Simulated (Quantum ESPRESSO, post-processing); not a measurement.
# H on fcc sites of Cu(111): a series in the coverage, part 2 of 2

What law, if any, do the results for H on fcc sites of Cu(111) follow against the coverage?

Quantum ESPRESSO 7.5; plane-wave DFT, PBE, GBRV ultrasoft pseudopotentials.

So far. Step 8 (Self-consistent run, 0.1111 ML): Inside the slab this potential holds the local part of the pseudopotentials, which can be repulsive at the nuclei; only its value in the vacuum has a meaning of its own. Step 9 (Relaxation with pw.x, 0.75 ML): The relaxation lowers the energy by 7 meV an atom. On the free atoms the largest force ends at 0.027 eV/Å.

## 10. Self-consistent run, 0.75 ML

m7.esm.in

```
&control
  prefix = 'm7.esm'
  outdir = './out'
  pseudo_dir = './pseudo'
  calculation = 'scf'
  tprnfor = .true.
/
&system
  ibrav = 0
  nat = 15
  ntyp = 2
  ecutwfc = 40
  ecutrho = 200
  occupations = 'smearing'
  smearing = 'mv'
  degauss = 0.02
  assume_isolated = 'esm'
  esm_bc = 'bc1'
/
&electrons
  conv_thr = 1e-07
  mixing_beta = 0.25
  electron_maxstep = 160
  mixing_mode = 'local-TF'
  mixing_ndim = 12
/
ATOMIC_SPECIES
  Cu  63.5460  cu_pbe_v1.2.uspp.F.UPF
  H   1.0080  h_pbe_v1.4.uspp.F.UPF
CELL_PARAMETERS angstrom
  5.11977743152900 0.00000000000000 0.00000000000000
  2.55988871576450 4.43385731742636 0.00000000000000
  0.00000000000000 0.00000000000000 18.99674291439599
ATOMIC_POSITIONS crystal
  Cu  0.000000000000 0.500000000000 -0.134184070050
  Cu  0.500000000000 0.000000000000 -0.134184070050
  Cu  0.500000000000 0.500000000000 -0.134184070050
  Cu  0.000000000000 0.000000000000 -0.134184070050
  Cu  0.166666666700 0.666666666700 -0.024157820050
  Cu  0.666666666700 0.166666666700 -0.024157820050
  Cu  0.666666666700 0.666666666700 -0.024157820050
  Cu  0.166666666700 0.166666666700 -0.024157820050
  Cu  0.834412505300 0.331174989300 0.086903238950
  Cu  0.331174989300 0.834412505300 0.086903238950
  Cu  0.333333333300 0.333333333300 0.093284889450
  Cu  0.834412505300 0.834412505300 0.086903238950
  H   -0.005183954100 0.502591977100 0.134184070050
  H   0.502591977100 -0.005183954100 0.134184070050
  H   0.502591977100 0.502591977100 0.134184070050
K_POINTS automatic
  5 5 1 0 0 0
```

The run is started by

```bash
OMP_NUM_THREADS=1 mpirun -n 8 pw.x -nk 2 -in m7.esm.in > m7.esm.out
```

Elapsed: 3.2 min, on 8 MPI ranks of Arm Neoverse V1, shared host; peak memory 1.1 GiB.

Numbers from this step:

| Item | Value |
| --- | --- |
| free energy | -65969.2134 eV |
| Fermi energy | -4.828 eV |
| vacuum line at the lower end of the cell, over the Fermi level | 4.831 eV |
| vacuum line at the upper end of the cell, over the Fermi level | 4.824 eV |

Inside the slab this potential holds the local part of the pseudopotentials, which can be repulsive at the nuclei; only its value in the vacuum has a meaning of its own.

## 11. Relaxation with pw.x, 1 ML

System of this step: Cu(111), 3 layers, 1 sites a cell, 1 H on fcc sites. The cell holds 4 atoms: 3 Cu and 1 H. Its edges and angles: a = 2.560 Å, b = 2.560 Å, c = 18.997 Å, α = 90.0°, β = 90.0°, γ = 60.0°. It derives from Cu. Vacuum lies along c.

m8.relax.in

```
&control
  prefix = 'm8.relax'
  outdir = './out'
  pseudo_dir = './pseudo'
  nstep = 70
  forc_conv_thr = 0.0015
  calculation = 'relax'
/
&system
  ibrav = 0
  nat = 4
  ntyp = 2
  ecutwfc = 40
  ecutrho = 200
  occupations = 'smearing'
  smearing = 'mv'
  degauss = 0.02
/
&electrons
  conv_thr = 1e-07
  mixing_beta = 0.3
  electron_maxstep = 120
  mixing_mode = 'local-TF'
/
&ions
/
ATOMIC_SPECIES
  Cu  63.5460  cu_pbe_v1.2.uspp.F.UPF
  H   1.0080  h_pbe_v1.4.uspp.F.UPF
CELL_PARAMETERS angstrom
  2.55988871576450 0.00000000000000 0.00000000000000
  1.27994435788225 2.21692865871318 0.00000000000000
  0.00000000000000 0.00000000000000 18.99674291439599
ATOMIC_POSITIONS crystal
  Cu  0.000000000000 0.000000000000 0.369528361622 0 0 0
  Cu  0.333333333400 0.333333333400 0.479554611564 0 0 0
  Cu  0.666666666700 0.666666666700 0.589580861506
  H   0.000000000000 0.000000000000 0.630471638378
K_POINTS automatic
  10 10 1 0 0 0
```

The run is started by

```bash
OMP_NUM_THREADS=1 mpirun -n 8 pw.x -nk 4 -in m8.relax.in > m8.relax.out
```

The job ended after 59 s (8 MPI ranks; peak memory 0.54 GiB; 7.8 min of CPU time).

The steps of the relaxation:

| step | energy less that of the first step (eV) | largest force (eV/Å) |
| --- | --- | --- |
| 1 | 0.0000 | 0.3744 |
| 2 | -0.0028 | 0.3526 |
| 3 | -0.0056 | 0.3089 |
| 4 | -0.0093 | 0.2598 |
| 5 | -0.0138 | 0.1849 |
| 6 | -0.0189 | 0.1962 |
| 7 | -0.0231 | 0.2564 |
| 8 | -0.0248 | 0.2442 |
| 9 | -0.0273 | 0.1728 |
| 10 | -0.0291 | 0.0698 |
| 11 | -0.0295 | 0.0123 |

The atoms that moved most (Å):

| atom | dx | dy | dz | length |
| --- | --- | --- | --- | --- |
| H4 | 0.000 | 0.000 | 0.169 | 0.169 |
| Cu3 | 0.000 | 0.000 | 0.092 | 0.092 |

The relaxation lowers the energy by 7 meV an atom. On the free atoms the largest force ends at 0.012 eV/Å.

Read from the output:

```
free energy  : -16496.2703 eV
Fermi energy : 2.344 eV
```

## 12. Self-consistent run, 1 ML

m8.esm.in

```
&control
  prefix = 'm8.esm'
  outdir = './out'
  pseudo_dir = './pseudo'
  calculation = 'scf'
  tprnfor = .true.
/
&system
  ibrav = 0
  nat = 4
  ntyp = 2
  ecutwfc = 40
  ecutrho = 200
  occupations = 'smearing'
  smearing = 'mv'
  degauss = 0.02
  assume_isolated = 'esm'
  esm_bc = 'bc1'
/
&electrons
  conv_thr = 1e-07
  mixing_beta = 0.25
  electron_maxstep = 160
  mixing_mode = 'local-TF'
  mixing_ndim = 12
/
ATOMIC_SPECIES
  Cu  63.5460  cu_pbe_v1.2.uspp.F.UPF
  H   1.0080  h_pbe_v1.4.uspp.F.UPF
CELL_PARAMETERS angstrom
  2.55988871576450 0.00000000000000 0.00000000000000
  1.27994435788225 2.21692865871318 0.00000000000000
  0.00000000000000 0.00000000000000 18.99674291439599
ATOMIC_POSITIONS crystal
  Cu  0.000000000000 0.000000000000 -0.134924810000
  Cu  0.333333333400 0.333333333400 -0.024898560000
  Cu  0.666666666700 0.666666666700 0.089964797200
  H   0.000000000000 0.000000000000 0.134924810000
K_POINTS automatic
  10 10 1 0 0 0
```

The run is started by

```bash
OMP_NUM_THREADS=1 mpirun -n 8 pw.x -nk 4 -in m8.esm.in > m8.esm.out
```

Run time: 14 s. Hardware: 8 MPI ranks; peak memory 0.54 GiB.

Read from the output:

```
free energy                                                    : -16496.2702 eV
Fermi energy                                                   : -4.829 eV
vacuum line at the lower end of the cell, over the Fermi level : 4.909 eV
vacuum line at the upper end of the cell, over the Fermi level : 4.748 eV
```

Inside the slab this potential holds the local part of the pseudopotentials, which can be repulsive at the nuclei; only its value in the vacuum has a meaning of its own.

## 13. The series side by side

The series in one table:

| the coverage | adsorption energy an atom, from the free molecule (eV) | work function of the upper face (eV) | work function of the lower face (eV) |
| --- | --- | --- | --- |
| 0 ML | - | 4.887 | 4.886 |
| 0.1111 ML | - | 4.808 | 4.816 |
| 0.1667 ML | - | 4.785 | 4.785 |
| 0.25 ML | - | 4.764 | 4.75 |
| 0.3333 ML | - | 4.764 | 4.774 |
| 0.5 ML | -0.2192 | 4.808 | 4.78 |
| 0.6667 ML | -0.1859 | 4.786 | 4.822 |
| 0.75 ML | -0.2058 | 4.824 | 4.831 |
| 1 ML | -0.1582 | 4.748 | 4.909 |

## 14. The arithmetic

At 1 ML: E_ads = [-16496.2702 − 1 × (-16480.2598)]/1 − (-31.7044)/2 = -0.158 eV. Cells and meshes differ along the series, and any error of the slab's energy is multiplied by the number of slab cells an adsorbate, so no value is given under half a monolayer.

## 15. Outcome

- adsorption energy an atom, from the free molecule, at 0.5 ML and at 1 ML: -0.22, -0.16 eV
- work function of the upper face, at 0 ML and at 1 ML: 4.89, 4.75 eV

In words: The series holds 9 members (PBE, GBRV ultrasoft). From 0.5 ML to 1 ML the adsorption energy an atom, from the free molecule goes from -0.22 to -0.16 eV, not quite steadily. From 0 ML to 1 ML the work function of the upper face goes from 4.89 to 4.75 eV, not quite steadily. The untouched lower face should keep its work function but moves by 0.16 eV, since the slab is thin and cells, meshes or relaxed layers differ between members; changes of the upper face are uncertain by about as much. Thin slabs, one site and one ordered pattern a coverage; no reconstruction or subsurface sites; meshes differ a little between cells.

[Logs are printed without paths, hosts, clocks, repeated set-up lines and the standing remarks that a program may print on its own settings, such as how far it seeks lower states.]

[Hosts, paths, dates, database ids (printed as entryN), source tags and the programs' standing remarks are cut or masked in the printed files.]

[Maps of the electrostatic potential energy from Ansatz leave out the sawtooth potential of an applied field or a dipole correction, so their vacuum need not be flat; planar profiles and work functions include it.]
